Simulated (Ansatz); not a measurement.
# Nb3N2: the cost of one run

Method: DFT PBE, scalar-relativistic, plane waves, PAW, unless a step names another level, in Ansatz 0.2.0.

1 further run of the same task is left out (it didn't finish).

### Step 1. The system as given

The structure is orthorhombic, space group Immm (No. 71). The conventional cell has a = 3.076 Å, b = 4.404 Å, c = 9.216 Å, α = 90.00°, β = 90.00°, γ = 90.00°. Nb (site symmetry mm2) is surrounded by 4 N at 2.18 to 2.20 Å. Nb (site symmetry mmm) has 4 N at 2.18 Å as nearest neighbours. Around N (site symmetry mm2) lie 6 Nb at 2.18 to 2.20 Å.

Structure file:

```xyz
5
Lattice="-1.5379 2.2022 4.6078 1.5379 -2.2022 4.6078 1.5379 2.2022 -4.6078" Properties=species:S:1:pos:R:3 pbc="T T T"
Nb    1.5379    0.0000    1.5199
Nb    0.0000    2.2022    3.0880
Nb    0.0000    2.2022    0.0000
N     0.0000    0.0000    3.0685
N     0.0000    0.0000    6.1471
```

It came out lowest among 34 distinct ends of the trial cells. At a tolerance of 0.05 Å it has space group Immm (No. 71).

### Step 2. Relaxing to 0.001 eV/Å, on the response runs' mesh and smearing

input.yaml reads:

```yaml
crystal:
  lattice:
    - [-1.5378692631, 2.202239742, 4.6078377689]
    - [1.5378692631, -2.202239742, 4.6078377689]
    - [1.5378692631, 2.202239742, -4.6078377689]
  atoms:
    - { symbol: Nb, position: [0.1649201839, 0.6649201839, 0.5] }
    - { symbol: Nb, position: [0.8350798161, 0.3350798161, 0.5] }
    - { symbol: Nb, position: [0.5, 0.0, 0.5] }
    - { symbol: "N", position: [0.3329689051, 0.3329689051, 0.0] }
    - { symbol: "N", position: [0.6670310949, 0.6670310949, 0.0] }
basis:
  ecutwfc: 420
kpoints:
  mp_grid: { grid: [12, 12, 12] }
hamiltonian:
  xc: pbe
scf:
  occupations: { method: gaussian, width: 0.1 }
output:
  forces: true
  stress: true
  eigenvalues: true
relax:
  adjacent_minimum: "off"
  f_tol: 0.001
  max_steps: 60
  cell: { stress_tol: 0.01 }
```

The run is started by

```
> ansatz run input.yaml --threads 3 --pin off --max-ram 7680MiB --backend cpu --events-out ev --progress --plain --runs-dir out
```

Q: Estimate wall time and peak memory on 3 threads of Intel Xeon at 2.50GHz (Skylake/Cascade Lake), shared host.

About 61 s, with a peak of 0.71 GiB.
